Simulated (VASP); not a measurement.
# Tl (Im-3m) in VASP: notebook

One crystal, Tl, is run at these levels: PBEsol; tasks: electric field gradients.

Program: VASP 6.6.1. These are calculated values, not measurements. Logs are shortened: lines on timing, memory, paths and dates and some standing lists are left out, and cuts for length are marked.

### 1 Starting point

The structure is cubic, space group Im-3m (No. 229). The conventional cell has a = 3.882 Å, b = 3.882 Å, c = 3.882 Å, α = 90.00°, β = 90.00°, γ = 90.00°. Tl (site symmetry m-3m) is surrounded by 8 Tl at 3.36 Å.

This isn't the form of Tl at room conditions, which is hcp.

### 2 Electric field gradients, PBEsol (volume scaled by 1.04)

INCAR reads:

```
SYSTEM = Tl
PREC = Accurate
ENCUT = 520
EDIFF = 1E-8
ISMEAR = -1
SIGMA = 0.05
LREAL = .FALSE.
LASPH = .TRUE.
NELM = 100
ALGO = Normal
ISIF = 2
LWAVE = .FALSE.
LCHARG = .FALSE.
GGA = PS
LEFG = .TRUE.
NBANDS = 12
```

KPOINTS reads:

```
Automatic mesh
0
G
  13 13 13
  0 0 0
```

POSCAR reads:

```
Tl
1.0
   -1.9665424028      1.9665424028      1.9665424028
    1.9665424028     -1.9665424028      1.9665424028
    1.9665424028      1.9665424028     -1.9665424028
Tl
1
Direct
    0.0000000000      0.0000000000      0.0000000000
```

Potentials or basis: VASP PAW PBE potentials, release 64 (Tl_d).

On the command line:

```sh
$ cat potpaw_PBE.64/Tl_d/POTCAR > POTCAR
$ mpirun -np 1 vasp_std > vasp.out
```

OUTCAR:

```text
SYSTEM = Tl
   PREC = Accurate
   ENCUT = 520
   EDIFF = 1E-8
   ISMEAR = -1
   LREAL = .FALSE.
   LASPH = .TRUE.
   NELM = 100
   ISIF = 2
   GGA = PS

 ion  position               nearest neighbor table
   1  0.000  0.000  0.000-

  LATTYP: Found a body centered cubic cell.
 ALAT       =     3.9330848056

  Lattice vectors:

 A1 = (  -1.9665424028,   1.9665424028,   1.9665424028)
 A2 = (   1.9665424028,  -1.9665424028,   1.9665424028)
 A3 = (   1.9665424028,   1.9665424028,  -1.9665424028)

Analysis of symmetry for initial positions (statically):
=====================================================================
 Subroutine PRICEL returns:
 Original cell was already a primitive cell.

 Routine SETGRP: Setting up the symmetry group for a
 body centered cubic supercell.

 Subroutine GETGRP returns: Found 48 space group operations
 (whereof 48 operations were pure point group operations)
 out of a pool of 48 trial point group operations.

The static configuration has the point symmetry O_h .

Analysis of symmetry for dynamics (positions and initial velocities):
=====================================================================
 Subroutine PRICEL returns:
 Original cell was already a primitive cell.

 Routine SETGRP: Setting up the symmetry group for a
 body centered cubic supercell.

 Subroutine GETGRP returns: Found 48 space group operations
 (whereof 48 operations were pure point group operations)
 out of a pool of 48 trial point group operations.

The dynamic configuration has the point symmetry O_h .

 Subroutine INISYM returns: Found 48 space group operations
 (whereof 48 operations are pure point group operations),
 and found     1 'primitive' translations

----------------------------------------------------------------------------------------

                                     Primitive cell

  volume of cell :      30.4208

  direct lattice vectors                    reciprocal lattice vectors
    -1.966542403  1.966542403  1.966542403     0.000000000  0.254253353  0.254253353
     1.966542403 -1.966542403  1.966542403     0.254253353  0.000000000  0.254253353
     1.966542403  1.966542403 -1.966542403     0.254253353  0.254253353  0.000000000

  length of vectors
     3.406151357  3.406151357  3.406151357     0.359568540  0.359568540  0.359568540

  position of ions in fractional coordinates (direct lattice)
     0.000000000  0.000000000  0.000000000

  ion indices of the primitive-cell ions
   primitive index   ion index
                 1           1

----------------------------------------------------------------------------------------

 KPOINTS: Automatic mesh

Automatic generation of k-mesh.
 Grid dimensions read from file:
 generate k-points for:   13   13   13

 Generating k-lattice:

  Cartesian coordinates                     Fractional coordinates (reciprocal lattice)
     0.000000000  0.019557950  0.019557950     0.076923077  0.000000000  0.000000000
     0.019557950  0.000000000  0.019557950     0.000000000  0.076923077  0.000000000
     0.019557950  0.019557950  0.000000000     0.000000000  0.000000000  0.076923077

  Length of vectors
     0.027659118  0.027659118  0.027659118

  Shift w.r.t. Gamma in fractional coordinates (k-lattice)
     0.000000000  0.000000000  0.000000000

 Subroutine IBZKPT returns following result:
 ===========================================

 Found     84 irreducible k-points:

 Following reciprocal coordinates:
            Coordinates               Weight
  0.000000  0.000000  0.000000      1.000000
  0.076923  0.000000  0.000000     12.000000
  0.153846  0.000000  0.000000     12.000000
  0.230769  0.000000  0.000000     12.000000
  0.307692  0.000000  0.000000     12.000000
  0.384615  0.000000  0.000000     12.000000
[... 16 lines left out ...]
  0.153846  0.076923  0.076923     24.000000
  0.230769  0.076923  0.076923     24.000000
 [... further k-points ...]
   k-points           NKPTS =     84   k-points in BZ     NKDIM =     84   number of bands    NBANDS=     12
   number of dos      NEDOS =    301   number of ions     NIONS =      1
   total plane-waves  NPLWV =  21952
   dimension x,y,z NGX =    28 NGY =   28 NGZ =   28
   dimension x,y,z NGXF=    56 NGYF=   56 NGZF=   56
   ions per type =               1
   NGX,Y,Z   is equivalent  to a cutoff of  13.67, 13.67, 13.67 a.u.
   NGXF,Y,Z  is equivalent  to a cutoff of  27.33, 27.33, 27.33 a.u.
 SYSTEM =  Tl
   PREC   = accura    normal or accurate (medium, high low for compatibility)
   ISTART =      0    job   : 0-new  1-cont  2-samecut
   ICHARG =      2    charge: 1-file 2-atom 10-const
   ISPIN  =      1    spin polarized calculation?
   LNONCOLLINEAR =      F non collinear calculations
   LSORBIT =      F    spin-orbit coupling
   LASPH  =      T    aspherical Exc in radial PAW
   ENCUT  =  520.0 eV  38.22 Ry    6.18 a.u.   6.33  6.33  6.33*2*pi/ulx,y,z
   NELM   =    100;   NELMIN=  2; NELMDL= -5     # of ELM steps
   EDIFF  = 0.1E-07   stopping-criterion for ELM
   LREAL  =      F    real-space projection
   EDIFFG = 0.1E-06   stopping-criterion for IOM
   NSW    =      0    number of steps for IOM
   IBRION =     -1    ionic relax: 0-MD 1-quasi-New 2-CG
   NFREE  =      0    steps in history (QN), initial steepest desc. (CG)
   ISIF   =      2    stress and relaxation
   ISYM   =      2    0-nonsym 1-usesym 2-fastsym
   POTIM  = 0.5000    time-step for ionic-motion
   TEBEG  =    0.0;   TEEND  =   0.0 temperature during run
   PSTRESS=    0.0 pullay stress
   NELECT =      13.0000    total number of electrons
   NUPDOWN=      -1.0000    fix difference up-down
   EMIN   =  10.00;   EMAX   =-10.00  energy-range for DOS
   EFERMI =   0.00;   METHOD = LEGACY
   ISMEAR =    -1;   SIGMA  =   0.05  broadening in eV -4-tet -1-fermi 0-gaus
   EFERMI_NEDOS =   21; number of points for ismear=-14 and -15
   IALGO  =     38    algorithm
   IMIX   =      4    mixing-type and parameters
     AMIX     =   0.40;   BMIX     =  1.00
     AMIX_MAG =   1.60;   BMIX_MAG =  1.00
  volume/ion in A,a.u.               =      30.42       205.29
  Fermi-wavevector in a.u.,A,eV,Ry     =   1.233103  2.330227 20.688239  1.520543
  Thomas-Fermi vector in A             =   2.367847
   LORBIT       =      0    0 simple, 1 ext, 2 COOP (PROOUT), +10 PAW based schemes
   GGA     = PS    functional components
   LHFCALC =     F    Hartree Fock is set to
   AEXX    =    0.0000 exact exchange contribution
   IVDW    =     0    specifies the selected vdW correction
   LEPSILON=     F    determine dielectric tensor
   LRPA    =     F    only Hartree local field effects (RPA)
 non-spin polarized calculation
  energy-cutoff  :      520.00
  volume of cell :       30.42
 maximum number of plane-waves:       836
 NGX is ok and might be reduce to    28

 number of electron      13.0000003 magnetization

 Free energy of the ion-electron system (eV)
  ---------------------------------------------------
  ext. energy  EPLUGINS =         0.00000000
  ---------------------------------------------------
  free energy    TOTEN  =        -2.61484749 eV

  energy without entropy =       -2.60896891  energy(sigma->0) =       -2.61190820

 E-fermi :   5.7205     XC(G=0): -10.0623

 val. band max:        5.7076905681   @ k =  -0.3077   0.4615   0.0769
 cond. band min:       5.7556038727   @ k =   0.2308   0.2308   0.2308
 fundamental gap:      0.0479133046
 Fermi energy:         5.7205320433

 k-point     1 :       0.0000    0.0000    0.0000
  band No.  band energies     occupation
      1      -5.7689      2.00000
      2      -5.7689      2.00000
      3      -5.7689      2.00000
      4      -5.3932      2.00000
      5      -5.3932      2.00000
      6      -3.8985      2.00000
      7      15.9510      0.00000
      8      15.9510      0.00000
      9      15.9510      0.00000
     10      17.9227      0.00000
     11      17.9227      0.00000
     12      17.9227      0.00000

 k-point     2 :       0.0769    0.0000    0.0000
  band No.  band energies     occupation
      1      -5.7780      2.00000
      2      -5.7619      2.00000
      3      -5.7359      2.00000
      4      -5.4032      2.00000
      5      -5.3935      2.00000
      6      -3.7716      2.00000
      7      14.6159      0.00000
      8      15.4904      0.00000
      9      15.6948      0.00000
     10      17.3830      0.00000
     11      17.7795      0.00000
     12      17.8662      0.00000

 k-point     3 :       0.1538    0.0000    0.0000
  band No.  band energies     occupation
      1      -5.8033      2.00000
      2      -5.7523      2.00000
      3      -5.6430      2.00000
      4      -5.4270      2.00000
      5      -5.3939      2.00000
      6      -3.3836      2.00000
      7      12.1639      0.00000
      8      14.4812      0.00000
      9      15.0038      0.00000
     10      16.6879      0.00000
     11      17.4683      0.00000
     12      18.0863      0.00000
[... 286 lines left out ...]
 k-point    23 :       0.1538    0.0769    0.0769
  band No.  band energies     occupation
      1      -5.8258      2.00000
      2      -5.7825      2.00000
      3      -5.4912      2.00000
      4      -5.4291      2.00000
      5      -5.4039      2.00000
      6      -2.4578      2.00000
      7       9.3758      0.00000
      8      11.9623      0.00000
      9      12.6565      0.00000
     10      18.2765      0.00000
     11      18.7387      0.00000
     12      19.0423      0.00000

 k-point    24 :       0.2308    0.0769    0.0769
  band No.  band energies     occupation
      1      -5.8605      2.00000
      2      -5.7908      2.00000
      3      -5.4379      2.00000
      4      -5.3975      2.00000
      5      -5.3808      2.00000
      6      -1.5505      2.00000
      7       7.2935      0.00000
      8      10.8678      0.00000
      9      11.9897      0.00000
     10      17.9207      0.00000
     11      18.5922      0.00000
     12      19.9824      0.00000

 [... further k-points ...]

------------------------ aborting loop because EDIFF is reached ----------------------------------------

  FORCE on cell =-STRESS in cart. coord.  units (eV):
  Direction    XX          YY          ZZ          XY          YZ          ZX
  --------------------------------------------------------------------------------------
  -------------------------------------------------------------------------------------
  Total       -0.3692375     -0.3692375     -0.3692375     -0.0000000     -0.0000000      0.0000000
  in kB      -19.4467256    -19.4467256    -19.4467256     -0.0000000     -0.0000000      0.0000000
  external PRESSURE =     -19.4467256 kB  Pullay stress =       0.0000000 kB

 VOLUME and BASIS-vectors are now :
 -----------------------------------------------------------------------------
  energy-cutoff  :      520.00
  volume of cell :       30.42
      direct lattice vectors                 reciprocal lattice vectors
    -1.966542403  1.966542403  1.966542403     0.000000000  0.254253353  0.254253353
     1.966542403 -1.966542403  1.966542403     0.254253353  0.000000000  0.254253353
     1.966542403  1.966542403 -1.966542403     0.254253353  0.254253353  0.000000000

 POSITION                                       TOTAL-FORCE (eV/Angst)
 -----------------------------------------------------------------------------------
      0.00000      0.00000      0.00000         0.000000     -0.000000      0.000000
 -----------------------------------------------------------------------------------
    total drift:                               -0.000000     -0.000000     -0.000000

  FREE ENERGIE OF THE ION-ELECTRON SYSTEM (eV)
  ---------------------------------------------------
  free  energy   TOTEN  =        -2.6148474853 eV

  energy  without entropy=       -2.6089689099  energy(sigma->0) =       -2.61190820

 Electric field gradients (V/A^2)
---------------------------------------------------------------------
 ion       V_xx      V_yy      V_zz      V_xy      V_xz      V_yz
---------------------------------------------------------------------
   1       0.000    -0.000    -0.000     0.000     0.000     0.000
---------------------------------------------------------------------

 Electric field gradients after diagonalization (V/A^2)
 (convention: |V_zz| > |V_xx| > |V_yy|)
----------------------------------------------------------------------
 ion       V_xx      V_yy      V_zz     asymmetry (V_yy - V_xx)/ V_zz
----------------------------------------------------------------------
   1      -0.000    -0.000     0.000       0.000
----------------------------------------------------------------------

           NMR quadrupolar parameters

 Cq : quadrupolar parameter    Cq=e*Q*V_zz/h
 eta: asymmetry parameters     (V_yy - V_xx)/ V_zz
 Q  : nuclear electric quadrupole moment in mb (millibarn)
----------------------------------------------------------------------
 ion       Cq(MHz)       eta       Q (mb)
----------------------------------------------------------------------
   1       0.000       0.000       1.000
----------------------------------------------------------------------
```

It took 22 s on 1 thread of Intel Xeon Platinum 8375C at 2.90GHz (Ice Lake), shared host; peak memory 0.17 GiB.

What came out:

```yaml
Free_energy: -2.6148 eV
Pressure: -1.9 GPa
Band_gap_on_the_k_mesh: none (metal or under the smearing width)
```

Electric field gradients, principal values (V/Å²):
| atom | Vxx | Vyy | Vzz |
| --- | --- | --- | --- |
| 1 Tl | 0.000 | 0.000 | 0.000 |

Caveat: the PAW data sets were made with another functional, which shifts forces and pressure a little. Spin-orbit coupling is left out, which matters for the levels of Tl.

(Part 1 of 2 ends here.)
